**Vibrations of hexagonal tantalum nitride: seven questions**

The unit cell holds three tantalum and three nitrogen atoms. The frequencies below belong to vibrations in which every cell of the crystal moves in the same way, known as modes at the wave vector Γ; this is why the column "phonon q row" reads 1 throughout. They come from density-functional theory in the local density approximation (LDA), with the atoms treated as if ideal springs joined them, whose pull grows in proportion to the stretch.

Harmonic phonon frequencies of hexagonal TaN (P-62m, 6 atoms) at Γ (q row 1), computed with VASP 6.6.1 in the LDA at the relaxed cell, without spin polarisation. The runs use PAW potentials (Ta_pv, N), a 600 eV cutoff, a 4×4×5 k mesh, Gaussian smearing of 0.02 eV and atomic displacements of 0.015 Å. Imaginary frequencies are printed as negative.

| row | phonon q row (row) | phonon frequency (cm⁻¹) |
| --- | --- | --- |
| 1 | 1 | -0.7 |
| 2 | 1 | -0.7 |
| 3 | 1 | 0.0 |
| 4 | 1 | 150.8 |
| 5 | 1 | 154.5 |
| 6 | 1 | 154.5 |
| 7 | 1 | 189.3 |
| 8 | 1 | 207.3 |
| 9 | 1 | 207.3 |
| 10 | 1 | 580.6 |
| 11 | 1 | 580.6 |
| 12 | 1 | 602.2 |
| 13 | 1 | 622.2 |
| 14 | 1 | 622.2 |
| 15 | 1 | 636.9 |
| 16 | 1 | 657.0 |
| 17 | 1 | 657.0 |
| 18 | 1 | 713.6 |

### 1. Why are the first three frequencies almost zero?

Six atoms with three directions each give eighteen modes. In three of them all atoms shift together, so the crystal merely moves as a whole. No bond changes its length, no force pulls back, and the frequency should be exactly zero.

A negative entry stands for an imaginary frequency, which would normally mean that the structure wants to distort. Here the two values of −0.7 cm⁻¹ are numerical residue in the translations. The other fifteen modes, called optical, are all real, so the crystal, with the shape of its cell held fixed, resists any small distortion that repeats in every cell. Distortions with a longer repeat would need other wave vectors.

### 2. Why do so many values come in pairs?

The crystal has a threefold axis. A vibration that singles out one direction in the plane across this axis can be turned by 120° into an equally good one. Two independent vibrations then share one frequency, as rows 5 and 6 do. Such a pair is one result printed twice, and the fifteen optical modes contain five pairs and five single levels.

### 3. Why is there nothing between 207 and 581 cm⁻¹?

Two limiting cases explain the empty range. First let tantalum be infinitely heavy. It then forms a rigid cage in which only nitrogen rattles, and three nitrogen atoms with three directions each give nine fast modes.

Now let nitrogen have no mass at all. It follows tantalum at once and adds no inertia, so only tantalum's nine motions remain. Three of these have become the translations of question 1, which leaves six slow modes.

Real tantalum is about 13 times as heavy as nitrogen, close enough to both limits for the two groups to stay apart. The table has just these numbers: six modes up to 207.3 cm⁻¹ and nine from 580.6 cm⁻¹ upwards. Symmetry adds a finer test. For the sites that the atoms occupy, it predicts two single levels and two pairs for tantalum, and three single levels and three pairs for nitrogen. Both groups show exactly this pattern.

### 4. How far does mass alone carry us?

A mass $m$ on a spring of stiffness $k$ vibrates with a frequency proportional to $\sqrt{k/m}$. Suppose that both groups feel the same typical stiffness. Their frequencies should then differ by the factor $\sqrt{m_{\mathrm{Ta}}/m_{\mathrm{N}}} = \sqrt{181/14} \approx 3.6$.

The root-mean-square frequency of the six slow modes is 179 cm⁻¹. The estimate for the nitrogen group is therefore $179 \times 3.6 \approx 644$ cm⁻¹, against 632 cm⁻¹ from the nine computed values. The estimate is about 2% too high. It takes the slow group as its input and has no adjustable constant; the printed analysis after this text gives the details.

Such close agreement shouldn't be read as a measurement of equal springs. When tantalum moves slowly, nitrogen gives way and relieves part of the strain, so the slow group feels a reduced stiffness. The result also depends on leaving out the translations: with them in the slow group, the computed ratio would be 4.3. Mass explains why the groups lie far apart, while the exact ratio depends on the springs as well.

Inside a group, mass explains little. The nitrogen modes spread over 133 cm⁻¹ although the same light atom does most of the moving. What differs is mainly the pattern of motion, and with it the stiffness that the atoms feel. Each nitrogen atom sits among five tantalum atoms, so a shift in any direction stretches or squeezes some bonds, but not always equally strongly. Tantalum also recoils slightly in some of these modes and rests in others, which adds a smaller difference. The table doesn't list the displacements, so it can't show which pattern belongs to which frequency.

### 5. What would change if the metal atom were half as heavy?

Keep all springs as they are and halve only the mass of tantalum. No frequency can fall, because there is less to accelerate. None can rise by more than $\sqrt{2}$, the factor that would apply if every moving atom had become half as heavy. The top of the slow group would thus reach at most $207.3 \times \sqrt{2} \approx 293$ cm⁻¹, and the empty range would survive.

The nitrogen group would hardly notice. In four of its nine modes, symmetry keeps every tantalum atom at rest, so these frequencies would not change at all. The other five feel the metal through a slight recoil, which grows when the metal becomes lighter. A general rule for the product of all optical frequencies, together with the limit of $\sqrt{2}$ for the slow modes, puts the average rise of the nitrogen group at no less than about 1%. For a sense of scale, if all nitrogen atoms moved as one block against all tantalum atoms, the frequency would rise by between 3 and 4%. A lighter metal therefore moves mainly the lower group, and a lighter partner in nitrogen's place would move mainly the upper one. Replacing an element in a real crystal also changes the springs, and this effect comes on top.

### 6. Would the same numbers hold for an insulator?

In some modes, atoms of opposite charge move against each other. In an insulator, a long wave of this kind can build up an electric field across many cells. When the atoms move along the direction of the wave, the field adds a restoring force and raises the frequency. This is the splitting between longitudinal and transverse optical modes (LO–TO splitting). In a metal, mobile electrons screen the field.

The listed values contain no such field. They would apply directly to a metallic crystal, whereas an insulating one would need a correction for its longitudinal waves. The table alone doesn't show which of the two this calculation found. Symmetry allows the effect in ten of the fifteen optical modes, including both pairs of the slow group. A pair that is equal in the table could then split for a wave travelling in the plane.

### 7. Which digits can be trusted?

The translations come out within 1 cm⁻¹ of zero, so this check finds no sign of large numerical noise in the forces. They can't reveal an error from the coarse grid of electron wave vectors (the k mesh). Moving the whole crystal costs no energy on any such grid, so this test would be passed even if the bond stiffness were somewhat wrong.

Nothing in the table therefore vouches for the printed tenths. Row 4 lies only 3.7 cm⁻¹ below rows 5 and 6, about 2% of its frequency, and a denser grid could reverse their order. The plane-wave cutoff, too, is a usual working value and not a proven limit. The LDA adds an error of its own: it usually makes bonds slightly too short, which tends to stiffen them. The cell was also relaxed as if the atoms stood still. In a real crystal they vibrate even at absolute zero, which usually swells the cell a little and lowers most frequencies. The empty range of 373 cm⁻¹ is a hundred times wider than that small spacing and rests mainly on the masses, which neither the grid nor the functional can alter.

Output of the analysis:

```
modes near zero (count): 3
optical modes in the lower block (count): 6
modes in the upper block (count): 9
equal pairs among the optical modes (count): 5
width of the lower block, 1/cm: 56.5
width of the upper block, 1/cm: 133
empty range between the blocks, 1/cm: 373.3
rms frequency of the lower optical block, 1/cm: 179
rms frequency of the upper block, 1/cm: 631.5
ratio of the rms frequencies, upper to lower: 3.528
mass ratio Ta to N: 12.93
ratio expected from masses at equal stiffness: 3.596
miss of the mass estimate, percent of the computed ratio: 1.921
same ratio if the three translations are counted in the lower block: 4.321
halved Ta mass, largest possible factor for any mode: 1.414
halved Ta mass, ceiling for the top of the lower block, 1/cm: 293.2
halved Ta mass, least mean (geometric) rise of the upper block, percent: 1.162
polar optical modes by symmetry (count): 10
distance of rows 5 and 6 above row 4, 1/cm: 3.7
the same distance, percent of row 4: 2.454
next smallest distance between different optical levels, 1/cm: 14.7
shift of row 4 if its squared frequency erred as much as the translations, 1/cm: 0.001625
volume change from starting to relaxed cell, percent: -2.367
```
